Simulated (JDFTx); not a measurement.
# NiO in JDFTx: convergence with energy threshold

The system is NiO.

```
Ni O
1.0
     0.00000    2.08590    2.08590
     2.08590    0.00000    2.08590
     2.08590    2.08590    0.00000
Ni O
1 1
Direct
  0.99963 0.98326 0.01952
  0.50305 0.49315 0.49605
```

The cell isn't the ideal one: atoms moved at random, drawn with an rms of 0.05 Å.

| Quantity | Value |
| --- | --- |
| Program | JDFTx 1.7.0 (patched build) |
| Task | convergence study |
| Functional | RPBE |
| Potentials or basis | PseudoDojo-SR-PBE-0.4.1-standard with smoothed tails |
| Cutoff | 1333 eV |
| Density cutoff | 10667 eV |
| k mesh | 4 × 4 × 4 |
| Occupations | fermi-dirac, width 0.05 eV |
| Spin | collinear spin, ferromagnetic start |
| Starting moments | [1.0, 0.0] μB |

These are the settings of the first run; the series varies energy threshold, with any setting tied to it.

Hardware: 1 thread of Arm Neoverse V2 (shared host).

Task: The values tried are 0.001 Ha, 0.0001 Ha, 1e-05 Ha, 1e-06 Ha, 1e-07 Ha, 1e-08 Ha, 1e-10 Ha, loosest first. From which on does the pressure stay within 0.1 GPa of the tightest run that finished?

Result: From 1e-08 Ha on.

| energy threshold | energy less the tightest run, at zero smearing (meV/atom) | pressure (GPa) | largest force (eV/Å) | SCF cycles | CPU time (s) | peak memory (GiB) |
| --- | --- | --- | --- | --- | --- | --- |
| 0.001 Ha | 0.06 | 3.84 | 0.177 | 4 | 110 | 0.16 |
| 0.0001 Ha | 0.01 | 9.15 | 0.237 | 5 | 120 | 0.16 |
| 1e-05 Ha | 0.00 | 9.42 | 0.255 | 6 | 120 | 0.16 |
| 1e-06 Ha | 0.00 | 9.67 | 0.256 | 7 | 130 | 0.17 |
| 1e-07 Ha | 0.00 | 10.01 | 0.251 | 8 | 130 | 0.17 |
| 1e-08 Ha | 0.00 | 9.88 | 0.248 | 10 | 150 | 0.18 |
| 1e-10 Ha | 0.00 | 9.88 | 0.248 | 13 | 160 | 0.19 |

Against the tightest run, the energy stays within 1 meV/atom from 0.001 Ha on; the largest force stays within 0.005 eV/Å from 1e-07 Ha on. The tightest run that finished is the yardstick and may itself not be fully converged.

Caveat, for the tightest run too: the k mesh is coarse (spacing up to 0.65 Å⁻¹), so the values aren't converged; the potentials were made for another functional, which shifts forces and pressure; a cell with one magnetic atom can't hold antiferromagnetic order, which such compounds often take.
